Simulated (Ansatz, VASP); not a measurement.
Cu2H3: VASP beside Ansatz

Contents of INCAR:

```
PREC = Accurate
ENCUT = 600
EDIFF = 1E-6
ISMEAR = 0
SIGMA = 0.1
LREAL = F
LASPH = T
NELM = 100
ALGO = Normal
ISIF = 3
LWAVE = F
LCHARG = F
GGA = PE
IBRION = 2
NSW = 100
EDIFFG = -0.01
```

File KPOINTS:

```
regular mesh
0
Gamma
  10 10 12
```

File POSCAR:

```
Cu2H3
1.0
    3.6396793674      0.0000000000      0.0000000000
    0.0000000000      3.6396793674      0.0000000000
    0.0000000000      0.0000000000      3.2141484898
Cu H
2 3
Direct
    0.5000000000      0.0000000000      0.0000000000
    0.0000000000      0.5000000000      0.0000000000
    0.5000000000      0.0000000000      0.5000000000
    0.0000000000      0.5000000000      0.5000000000
    0.0000000000      0.0000000000      0.0000000000
```

Input for Ansatz:

```yaml
crystal:
  lattice:
    - [3.6396793674, 0.0, 0.0]
    - [0.0, 3.6396793674, 0.0]
    - [0.0, 0.0, 3.2141484898]
  atoms:
    - { symbol: Cu, position: [0.5, 0.0, 0.0] }
    - { symbol: Cu, position: [0.0, 0.5, 0.0] }
    - { symbol: H, position: [0.5, 0.0, 0.5] }
    - { symbol: H, position: [0.0, 0.5, 0.5] }
    - { symbol: H, position: [0.0, 0.0, 0.0] }
basis:
  ecutwfc: 420
kpoints:
  mp_grid: { grid: [10, 10, 12] }
hamiltonian:
  xc: pbe
scf:
  occupations: { method: gaussian, width: 0.1 }
output:
  forces: true
  stress: true
  eigenvalues: true
  write_density: true
  write_potential: true
  elf: true
  volumetric_format: npy
relax:
  adjacent_minimum: "off"
  f_tol: 0.01
  max_steps: 80
  cell: { stress_tol: 0.05 }
```

Alike in both runs: task relaxation of cell and atoms; functional PBE; k mesh 10 × 10 × 12; occupations gaussian, width 0.1 eV; no spin polarisation.

|  | VASP | Ansatz |
| --- | --- | --- |
| version | VASP 6.6.1 | Ansatz 0.2.0 |
| potentials or method | VASP PAW PBE potentials, release 64 (Cu, H) | scalar-relativistic, plane waves, PAW |
| plane-wave cutoff (eV) | 600 | 420 |
| valence electrons in the cell | 25 | 41 |

Ansatz gave:

- gap on the k mesh at the Fermi level, each at its own relaxed structure (eV): none
- relaxed volume (Å³/atom): 8.60
- relaxed cell length with the largest relative difference (Å): 3.674
- energy change over the relaxation (meV/atom): -1

What did VASP give for the same quantities?

gap on the k mesh at the Fermi level, each at its own relaxed structure (eV): none; relaxed volume (Å³/atom): 8.63; relaxed cell length with the largest relative difference (Å): 3.679; energy change over the relaxation (meV/atom): -2.

A gap of «none» marks a metal or a gap that the smearing closes. The two sets of potentials don't hold the same shells in valence.
